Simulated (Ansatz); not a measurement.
# HfC (antiNiAs): response to moved atoms and strain, part 2 of 2

Aim: move atoms of HfC (antiNiAs) or strain its cell, and read the forces, the stress and the rise in energy. This structure was made by substitution into a known type, so it needn't be the compound's stable form.

Ansatz 0.2.0; DFT PBE, scalar-relativistic, plane waves, PAW. The steps go on from the part before.

## Step 6: All atoms moved at random (σ = 0.03 Å), cell strained at random (1 %)

input.yaml

```yaml
crystal:
  lattice:
    - [3.3359819957, 0.0116938285, -0.0176447951]
    - [-1.6578638454, 2.9158603801, -0.0029410834]
    - [-0.0276996576, -0.0213237215, 5.2330634635]
  atoms:
    - { symbol: Hf, position: [0.326541077, 0.6758146365, 0.2553473623] }
    - { symbol: Hf, position: [0.6738650019, 0.3355775628, 0.7500732325] }
    - { symbol: C, position: [-0.0073296922, -0.0036531175, 0.0039232736] }
    - { symbol: C, position: [0.0069236133, -0.0077390818, 0.4906561316] }
basis:
  ecutwfc: 420
  ecutrho_ratio: 4
kpoints:
  mp_grid: { grid: [12, 12, 8] }
hamiltonian:
  xc: pbe
scf:
  occupations: { method: gaussian, width: 0.05 }
output:
  forces: true
  stress: true
  eigenvalues: true
```

Command:

```sh
ansatz run input.yaml --threads 2 --pin off --max-ram 2662MiB --backend cpu --events-out ev --progress --plain --runs-dir out
```

Output (excerpt; [...] marks lines left out):

```text
Warning: RAYON_NUM_THREADS=2 ignored (pool sized by the plan → 2); use --threads N
[...]
Pseudopotentials: kind: paw
Pseudopotential: Hf, paw, valence charge 26, recommended cutoff 420 eV (normal), Hf.paw.azcp
Pseudopotential: C, paw, valence charge 4, recommended cutoff 420 eV (normal), C.paw.azcp
Functional definition: PBE
[...]
Crystal: 4 atoms, lattice volume = 51.003 Å³
Basis set: ecut = 420 eV, 995 PW (Γ), exchange–correlation on 48×48×72 points (8 copies of the dense FFT grid, shifted against one another)
Bands: 36, of which v1, the nominal top of the filled ones, is band 30 counted from 1 (29 counted from 0)
Symmetry: 1 space group operations
Space group: P1 (ITA 1), of the structure as read, at distance tolerance 3.7e-5 Å
k-points: 580 of 1152 (time reversal used)
[...]
SCF iter   1: F=—  HF=-31947.406513 eV  |F-HF|=—  |Δ(HF+E_count)|=         —  Δρ=8.44e-3  dr2=2.24e-2  ethr=1.77e-3  ⟨swp⟩=4.1  Hψ=64579  notcnv=0  defer=67
[...]
SCF iter   8: F=-31947.403516 eV  HF=-31947.403516 eV  |F-HF|=1.25e-8  |Δ(HF+E_count)|=   1.84e-7  Δρ=7.96e-6  dr2=3.13e-8  ethr=1.67e-10  ⟨swp⟩=7.9  Hψ=110405  notcnv=0
[...]
SCF converged after 8 iterations
Free energy (F): -31947.403516 eV
[...]
E sigma→0 (E₀):  -31947.403154 eV
Entropy (-TS):   -0.000724 eV (-0.181 meV/atom)
Fermi energy:    20.345605 eV
[...]
--- Forces (eV/Å), atoms counted from 1 ---
  atom   1  Hf     0.81154140    -0.71990353    -0.65118817
  atom   2  Hf    -0.13513341    -0.32275401     0.29993140
  atom   3  C     -0.05923935     0.42878284    -0.38919371
  atom   4  C     -0.61719011     0.61391600     0.74043782
[...]
--- Stress (GPa, compression-positive) ---
       -1.477571      -1.202904       1.162155
       -1.202904      -5.324619       1.550662
        1.162155       1.550662      -1.814416
  P = ⅓ Tr σ = -2.8722 GPa (-28.722 kbar)
--- Band table (eV; the first three rows and the last of 580) ---
[...]
```

It took 39 s on 2 threads of Arm Neoverse V2, shared host; peak memory 0.95 GiB.

In short: volume 12.751 Å³/atom, pressure -2.87 GPa, a metal on this mesh.

Forces on the atoms, as numbers:

```csv
atom,x (eV/Å),y (eV/Å),z (eV/Å)
Hf1,0.812,-0.720,-0.651
Hf2,-0.135,-0.323,0.300
C3,-0.059,0.429,-0.389
C4,-0.617,0.614,0.740
```

## Step 7: All atoms moved at random (σ = 0.03 Å), cell strained at random (1 %)

input.yaml

```yaml
crystal:
  lattice:
    - [3.3047362183, 0.043744102, 0.0199001244]
    - [-1.6144846056, 2.8485944878, -0.0245484357]
    - [0.0312401832, -0.0264625457, 5.3189209616]
  atoms:
    - { symbol: Hf, position: [0.3222428036, 0.6461686938, 0.2475219216] }
    - { symbol: Hf, position: [0.6617686651, 0.3366004812, 0.749816668] }
    - { symbol: C, position: [0.0152805026, 0.0107041239, 0.0027072777] }
    - { symbol: C, position: [0.0007080287, 0.0065267011, 0.4999541326] }
basis:
  ecutwfc: 420
  ecutrho_ratio: 4
kpoints:
  mp_grid: { grid: [12, 12, 8] }
hamiltonian:
  xc: pbe
scf:
  occupations: { method: gaussian, width: 0.05 }
output:
  forces: true
  stress: true
  eigenvalues: true
```

Command:

```sh
ansatz run input.yaml --threads 2 --pin off --max-ram 2662MiB --backend cpu --events-out ev --progress --plain --runs-dir out
```

Output (excerpt; [...] marks lines left out):

```text
Warning: RAYON_NUM_THREADS=2 ignored (pool sized by the plan → 2); use --threads N
[...]
[... 4 set-up lines as earlier in the session ...]
[...]
Crystal: 4 atoms, lattice volume = 50.444 Å³
Basis set: ecut = 420 eV, 989 PW (Γ), exchange–correlation on 48×48×72 points (8 copies of the dense FFT grid, shifted against one another)
Bands: 36, of which v1, the nominal top of the filled ones, is band 30 counted from 1 (29 counted from 0)
[... 2 set-up lines as earlier in the session ...]
k-points: 580 of 1152 (time reversal used)
[...]
SCF iter   1: F=—  HF=-31947.393163 eV  |F-HF|=—  |Δ(HF+E_count)|=         —  Δρ=9.10e-3  dr2=2.52e-2  ethr=1.77e-3  ⟨swp⟩=4.3  Hψ=64852  notcnv=0  defer=80
[...]
SCF iter   8: F=-31947.389471 eV  HF=-31947.389471 eV  |F-HF|=3.15e-9  |Δ(HF+E_count)|=   4.45e-7  Δρ=8.89e-6  dr2=2.13e-8  ethr=1.00e-12  ⟨swp⟩=5.4  Hψ=174541  notcnv=0
[...]
SCF converged after 8 iterations
Free energy (F): -31947.389471 eV
[...]
E sigma→0 (E₀):  -31947.389090 eV
Entropy (-TS):   -0.000763 eV (-0.191 meV/atom)
Fermi energy:    20.579424 eV
[...]
--- Forces (eV/Å), atoms counted from 1 ---
  atom   1  Hf     0.19884636     1.31784185     0.34711370
  atom   2  Hf     0.51188526     0.27893828    -0.16811245
  atom   3  C     -0.53162735    -0.90129846    -0.26765872
  atom   4  C     -0.17911490    -0.69550323     0.08866246
[...]
--- Stress (GPa, compression-positive) ---
        1.185341      -3.943371      -2.063624
       -3.943371       0.757333       1.957424
       -2.063625       1.957424      -2.544113
  P = ⅓ Tr σ = -0.2005 GPa (-2.005 kbar)
--- Band table (eV; the first three rows and the last of 580) ---
[...]
```

It took 43 s on 2 threads of Arm Neoverse V2, shared host; peak memory 0.94 GiB.

Read off: volume 12.611 Å³/atom, pressure -0.20 GPa, metallic.

Forces on the atoms, as numbers:

```csv
atom,x (eV/Å),y (eV/Å),z (eV/Å)
Hf1,0.199,1.318,0.347
Hf2,0.512,0.279,-0.168
C3,-0.532,-0.901,-0.268
C4,-0.179,-0.696,0.089
```

## Step 8: The distortions side by side

This closing draws on all 2 parts.

| change | change of free energy (meV/atom) | largest force (eV/Å) | largest change of stress (GPa) |
| --- | --- | --- | --- |
| atom 2 (Hf) moved 0.2 Å along y | 82.77 | 3.397 | 5.01 |
| atom 1 (Hf) moved 0.08 Å along x | 12.48 | 1.247 | 0.74 |
| strain e2 = +0.03, atoms carried along | 14.40 | 0.031 | 11.97 |
| strain e1 = +0.01, atoms carried along | 1.64 | 0.002 | 4.14 |
| all atoms moved at random (σ = 0.03 Å), cell strained at random (1 %) | 23.68 | 1.265 | 5.32 |
| all atoms moved at random (σ = 0.03 Å), cell strained at random (1 %) | 27.19 | 1.377 | 3.94 |

Moving atom 2 by 0.20 Å meets a restoring force of 3.397 eV/Å along the move, a force constant of about 17.0 eV/Å². Moving atom 1 by 0.08 Å meets a restoring force of 1.246 eV/Å along the move, a force constant of about 15.6 eV/Å². The strain e2 = +0.03 changes that stress component by -11.97 GPa (compression positive), a ratio of 399 GPa; that is a secant over a finite strain with the atoms carried along, not the elastic constant. The strain e1 = +0.01 changes that stress component by -4.14 GPa (compression positive), a ratio of 414 GPa; that is a secant over a finite strain with the atoms carried along, not the elastic constant. No change lowers the energy by more than 0.5 meV/atom; other distortions weren't tried. Spin–orbit coupling is left out, though the cell holds Hf; in elements this heavy it can shift levels and gaps by tenths of an eV.
